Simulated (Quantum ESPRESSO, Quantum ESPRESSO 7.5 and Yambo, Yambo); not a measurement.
# A GW chain in Yambo: PbSe (Clausthalite)

Aim: the G0W0 gap of PbSe (Clausthalite) on PBE, step by step.

Program: Quantum ESPRESSO 7.5 and Yambo 5.3.0. Level of theory: PBE and many-body steps on it, plane waves. Results are calculated unless marked as measured.

This is a report of a sequence of runs, with most program output left out.

### 1. Starting point

It takes space group Fm-3m (No. 225, cubic). The conventional cell has a = 6.121 Å, b = 6.121 Å, c = 6.121 Å, α = 90.00°, β = 90.00°, γ = 90.00°. Nearest to Pb lie 6 Se at 3.06 Å. Nearest to Se lie 6 Pb at 3.06 Å. Farther neighbours and most contacts between anions are not listed.

Structure file:

```cif
data_structure
_symmetry_space_group_name_H-M 'P 1'
_symmetry_Int_Tables_number 1
_cell_length_a 4.3284
_cell_length_b 4.3284
_cell_length_c 4.3284
_cell_angle_alpha 60.000
_cell_angle_beta 60.000
_cell_angle_gamma 60.000
_cell_volume 57.34
loop_
_atom_site_label
_atom_site_type_symbol
_atom_site_fract_x
_atom_site_fract_y
_atom_site_fract_z
_atom_site_occupancy
Pb1 Pb 0.00000 0.00000 0.00000 1
Se2 Se 0.50000 0.50000 0.50000 1
```

The cell and positions come from the Crystallography Open Database and are kept as given unless a step says otherwise. Spin-orbit coupling is left out unless a step names it.

### 2. Ground state

This step: Quantum ESPRESSO 7.5; DFT, PBE, plane waves, norm-conserving pseudopotentials.

The ground-state density comes first.

pw.in

```
&control
  calculation = 'scf'
  prefix = 'x'
  outdir = 'o'
  pseudo_dir = 'pseudo'
/
&system
  ibrav = 0
  nat = 2
  ntyp = 2
  ecutwfc = 104.0
  nbnd = 28
  force_symmorphic = .true.
/
&electrons
  conv_thr = 1e-10
  electron_maxstep = 80
  mixing_beta = 0.5
/
ATOMIC_SPECIES
  Pb 207.2 Pb.upf
  Se 78.971 Se.upf
CELL_PARAMETERS angstrom
  -0.0000000000 3.0606500000 3.0606500000
  3.0606500000 -0.0000000000 3.0606500000
  3.0606500000 3.0606500000 -0.0000000000
ATOMIC_POSITIONS crystal
  Pb 0.0000000000 0.0000000000 0.0000000000
  Se 0.5000000000 0.5000000000 0.5000000000
K_POINTS automatic
  6 6 6 0 0 0
```

The run is started by

```bash
OMP_NUM_THREADS=1 mpirun -n 4 pw.x -nk 4 -in pw.in > pw.out
```

It took 14 s on 4 MPI ranks of Arm Neoverse V2, shared host; peak memory 0.4 GiB.

Numbers from this step:

```
total energy               : -14914.3097 eV
gap                        : 0.2975 eV
k of the valence top       : 0, 0, -0.5
k of the conduction bottom : 0, 0, -0.5
least direct gap           : 0.2975 eV
```

The gap is direct, at (0.000, 0.000, -0.500).

### 3. Bands along the symmetry lines

Levels along a band path, at the cheap level, show where the edges lie and whether the meshes to come will hold them.

pw.in

```
&control
  calculation = 'bands'
  prefix = 'x'
  outdir = 'o'
  pseudo_dir = 'pseudo'
/
&system
  ibrav = 0
  nat = 2
  ntyp = 2
  ecutwfc = 104.0
  nbnd = 29
  force_symmorphic = .true.
/
&electrons
  conv_thr = 1e-9
  electron_maxstep = 80
  diago_full_acc = .true.
  diago_thr_init = 5e-6
/
ATOMIC_SPECIES
  Pb 207.2 Pb.upf
  Se 78.971 Se.upf
CELL_PARAMETERS angstrom
  -0.0000000000 3.0606500000 3.0606500000
  3.0606500000 -0.0000000000 3.0606500000
  3.0606500000 3.0606500000 -0.0000000000
ATOMIC_POSITIONS crystal
  Pb 0.0000000000 0.0000000000 0.0000000000
  Se 0.5000000000 0.5000000000 0.5000000000
K_POINTS crystal
  50
  0.00000000 0.00000000 0.00000000 1
  0.06250000 0.00000000 0.06250000 1
  0.12500000 0.00000000 0.12500000 1
  0.18750000 0.00000000 0.18750000 1
  0.25000000 0.00000000 0.25000000 1
  0.31250000 0.00000000 0.31250000 1
  0.37500000 0.00000000 0.37500000 1
  0.43750000 0.00000000 0.43750000 1
  0.50000000 0.00000000 0.50000000 1
  0.51562500 0.03125000 0.51562500 1
  0.53125000 0.06250000 0.53125000 1
  0.54687500 0.09375000 0.54687500 1
  0.56250000 0.12500000 0.56250000 1
  0.57812500 0.15625000 0.57812500 1
  0.59375000 0.18750000 0.59375000 1
  0.60937500 0.21875000 0.60937500 1
  0.62500000 0.25000000 0.62500000 1
  0.37500000 0.37500000 0.75000000 1
  0.32812500 0.32812500 0.65625000 1
  0.28125000 0.28125000 0.56250000 1
  0.23437500 0.23437500 0.46875000 1
  0.18750000 0.18750000 0.37500000 1
  0.14062500 0.14062500 0.28125000 1
  0.09375000 0.09375000 0.18750000 1
  0.04687500 0.04687500 0.09375000 1
  0.00000000 0.00000000 0.00000000 1
  0.06250000 0.06250000 0.06250000 1
  0.12500000 0.12500000 0.12500000 1
  0.18750000 0.18750000 0.18750000 1
  0.25000000 0.25000000 0.25000000 1
  0.31250000 0.31250000 0.31250000 1
  0.37500000 0.37500000 0.37500000 1
  0.43750000 0.43750000 0.43750000 1
  0.50000000 0.50000000 0.50000000 1
  0.50000000 0.46875000 0.53125000 1
  0.50000000 0.43750000 0.56250000 1
  0.50000000 0.40625000 0.59375000 1
  0.50000000 0.37500000 0.62500000 1
  0.50000000 0.34375000 0.65625000 1
  0.50000000 0.31250000 0.68750000 1
  0.50000000 0.28125000 0.71875000 1
  0.50000000 0.25000000 0.75000000 1
  0.50000000 0.21875000 0.71875000 1
  0.50000000 0.18750000 0.68750000 1
  0.50000000 0.15625000 0.65625000 1
  0.50000000 0.12500000 0.62500000 1
  0.50000000 0.09375000 0.59375000 1
  0.50000000 0.06250000 0.56250000 1
  0.50000000 0.03125000 0.53125000 1
  0.50000000 0.00000000 0.50000000 1
```

Run time: 9.3 s. Hardware: 4 MPI ranks; peak memory 0.31 GiB; 37 s of CPU time.

Numbers from this step:

- gap: 0.2975 eV
- k of the valence top: 0.5, 0.5, 0.5
- k of the conduction bottom: 0.5, 0.5, 0.5
- least direct gap: 0.2975 eV

The gap is 0.298 eV, as in the run before at this level.

The electronic bands at the labelled points (eV, zero at the top of the highest filled band):

| point | band 20 | band 21 | band 22 | band 23 | band 24 | band 25 | band 26 | band 27 |
| --- | --- | --- | --- | --- | --- | --- | --- | --- |
| Γ | -6.31 | -1.88 | -1.88 | -1.88 | 4.71 | 4.71 | 4.71 | 6.53 |
| halfway | -7.38 | -2.60 | -2.60 | -1.63 | 2.40 | 4.56 | 4.76 | 4.76 |
| X | -7.38 | -4.98 | -3.23 | -3.23 | 3.71 | 5.61 | 5.61 | 6.05 |
| halfway | -7.60 | -4.87 | -3.10 | -2.99 | 3.86 | 5.10 | 5.33 | 5.88 |
| U | -8.04 | -4.57 | -2.72 | -2.39 | 3.40 | 4.02 | 5.44 | 5.84 |
| jump to K | -8.04 | -4.57 | -2.72 | -2.39 | 3.40 | 4.02 | 5.44 | 5.84 |
| halfway | -7.80 | -2.89 | -1.38 | -0.43 | 1.26 | 2.18 | 4.21 | 7.17 |
| Γ | -6.31 | -1.88 | -1.88 | -1.88 | 4.71 | 4.71 | 4.71 | 6.53 |
| halfway | -7.57 | -1.72 | -1.72 | -1.05 | 2.17 | 2.92 | 2.92 | 6.54 |
| L | -8.80 | -1.47 | -1.47 | 0.00 | 0.30 | 1.70 | 1.70 | 8.56 |
| halfway | -8.47 | -3.25 | -2.87 | -0.82 | 1.40 | 3.43 | 4.11 | 7.63 |
| W | -8.02 | -4.23 | -4.23 | -0.79 | 1.89 | 4.95 | 4.96 | 7.74 |
| halfway | -7.73 | -4.77 | -3.56 | -2.24 | 3.83 | 4.12 | 5.72 | 6.14 |
| X | -7.38 | -4.98 | -3.23 | -3.23 | 3.71 | 5.61 | 5.61 | 6.05 |

### 4. Empty states on the mesh, 4×4×4 mesh, 107 bands

The sums over transitions need many empty states on a uniform mesh; this step solves for them.

pw.in

```
&control
  calculation = 'nscf'
  prefix = 'x'
  outdir = 'o'
  pseudo_dir = 'pseudo'
/
&system
  ibrav = 0
  nat = 2
  ntyp = 2
  ecutwfc = 104.0
  nbnd = 107
  force_symmorphic = .true.
/
&electrons
  conv_thr = 1e-9
  electron_maxstep = 80
  diago_full_acc = .true.
  diago_thr_init = 5e-6
/
ATOMIC_SPECIES
  Pb 207.2 Pb.upf
  Se 78.971 Se.upf
CELL_PARAMETERS angstrom
  -0.0000000000 3.0606500000 3.0606500000
  3.0606500000 -0.0000000000 3.0606500000
  3.0606500000 3.0606500000 -0.0000000000
ATOMIC_POSITIONS crystal
  Pb 0.0000000000 0.0000000000 0.0000000000
  Se 0.5000000000 0.5000000000 0.5000000000
K_POINTS automatic
  4 4 4 0 0 0
```

Run time: 11 s. Hardware: 4 MPI ranks; peak memory 0.49 GiB; 44 s of CPU time.

Numbers from this step:

- gap: 0.2975 eV
- k of the valence top: 0, 0, -0.5
- k of the conduction bottom: 0, 0, -0.5
- least direct gap: 0.2975 eV
- k points computed: 8
- lowest point of the top converged band, above the valence top: 65.0102 eV

On this mesh the gap is 0.298 eV.

### 5. Conversion and set-up

This step: Yambo 5.3.0; conversion and set-up on PBE, plane waves, norm-conserving pseudopotentials.

The states are converted to the many-body program's format and the q mesh is built.

The run is started by

```bash
(cd o/x.save; p2y > p2y.log; mv SAVE ../..); yambo > setup.log
```

Run time: 3 s. Hardware: 1 MPI rank; peak memory 0.26 GiB.

### 6. Screening and self-energy, 4×4×4 mesh, 107 bands, screening to 149.7 eV

Now the one-shot GW correction: screening in the RPA, then the self-energy of the levels asked for.

This step: G0W0 on PBE, plane waves, norm-conserving pseudopotentials.

gw1.in

```
HF_and_locXC
gw0
dyson
ppa
em1d
rim_cut
RandQpts= 1000000
RandGvec= 1 RL
EXXRLvcs= 104 Ry
VXCRLvcs= 416 Ry
Chimod= "HARTREE"
% BndsRnXp
 1 | 107 |
%
NGsBlkXp= 11 Ry
% LongDrXp
 1 | 1 | 1 |
%
% GbndRnge
 1 | 107 |
%
DysSolver= "n"
ExtendOut
PPAPntXp= 27.21138 eV
% QPkrange
 3 | 3 | 22 | 25 |
 1 | 1 | 22 | 25 |
%
```

The run is started by

```bash
OMP_NUM_THREADS=1 mpirun -n 4 yambo -F gw1.in -J gw1 -C gw1 > gw1.log
```

It took 2.6 min on 4 MPI ranks; peak memory 2.4 GiB; 10 min of CPU time.

This step gave:

- G0W0 gap on the points computed: 0.3212 eV
- starting gap on the mesh: 0.2975 eV
- k of the valence top: 0, 0, -0.5
- k of the conduction bottom: 0, 0, -0.5
- least direct G0W0 gap on the computed points: 0.3212 eV
- Z at the valence top: 0.7952
- Z at the conduction bottom: 0.8093

The gap on the mesh goes from 0.30 eV to 0.32 eV, a correction of +0.02 eV.

Limits: finite bands, cutoff and mesh; model gap, bands may invert with spin-orbit coupling; no spin-orbit coupling; coarse k mesh. v1 is the top filled band, c1 the lowest empty one. Levels before and after the correction, in eV, zero at the valence-band top of each column:

|  | conduction bottom | valence top |
| --- | --- | --- |
| Kohn-Sham | 0.30 | 0.00 |
| G0W0 | 0.32 | 0.00 |

|  | level | energy (eV) |
| --- | --- | --- |
| Kohn-Sham | (0 0 -0.5) v2 | -1.469 |
| Kohn-Sham | (0 0 -0.5) v1 | 0.000 |
| Kohn-Sham | (0 0 -0.5) c1 | 0.298 |
| Kohn-Sham | (0 0 -0.5) c2 | 1.703 |
| G0W0 | (0 0 -0.5) v2 | -1.687 |
| G0W0 | (0 0 -0.5) v1 | 0.000 |
| G0W0 | (0 0 -0.5) c1 | 0.321 |
| G0W0 | (0 0 -0.5) c2 | 1.867 |

### 7. Where the time went

Times are wall times on the hardware named with each run, good to a factor of about two.

| step | time | share | memory (GiB) |
| --- | --- | --- | --- |
| ground state | 14 s | 7 % | 0.4 |
| bands along the symmetry lines | 9.3 s | 5 % | 0.31 |
| empty states on the mesh | 11 s | 6 % | 0.49 |
| conversion and set-up | 3 s | 2 % | 0.26 |
| screening and self-energy | 2.6 min | 80 % | 2.4 |

### 8. What came out

| Item | Value |
| --- | --- |
| PBE gap | 0.30 eV, direct |
| G0W0 gap on the mesh | 0.32 eV |
| GW settings | 4×4×4 mesh, 107 bands, screening to 149.7 eV, Godby-Needs plasmon pole |
| known limits | not at the basis limit; model gap, bands may invert with spin-orbit coupling; no spin-orbit coupling; coarse k mesh |

What this shows: G0W0 moves the gap on the mesh from 0.30 eV to 0.32 eV (+0.02 eV), with Z of 0.80 and 0.81 at the edges. Only 2 of the mesh's irreducible points were corrected, so a valley elsewhere could overtake. The dearest step here is «screening and self-energy». Bands and cutoff are finite, so the gap is not at the basis limit. The miss can reach some tenths of an eV and take either sign; the mesh is an error of its own. In the G0W0 run levels were corrected at 2 k points alone, so a gap called «on the mesh» is the least over those, and an edge elsewhere would be missed. The 4×4×4 mesh is coarse for this cell, which bears on the long-range parts of exchange and screening. Where an edge is built on 6p states of lead, bismuth or thallium, scalar-relativistic gaps usually stand too wide, by a few tenths to over one eV. With atoms this heavy and so narrow a gap, spin-orbit coupling can invert the bands. These scalar-relativistic gaps are then model values, not to be set against experiment, and a spin-orbit change taken from DFT can't simply be added.

[Paths, hosts, dates, memory and timing lines, banners, echoed tables and standing remarks are left out of the program output.]

[Logs are printed without paths, hosts, clocks, repeated set-up lines and the standing remarks that a program may print on its own settings, such as how far it seeks lower states.]

[Runs of the session that timed out or met a known fault of the program may be left out.]

[Hosts, paths, dates, database ids (printed as entryN), source tags and the programs' standing remarks are cut or masked in the printed files.]
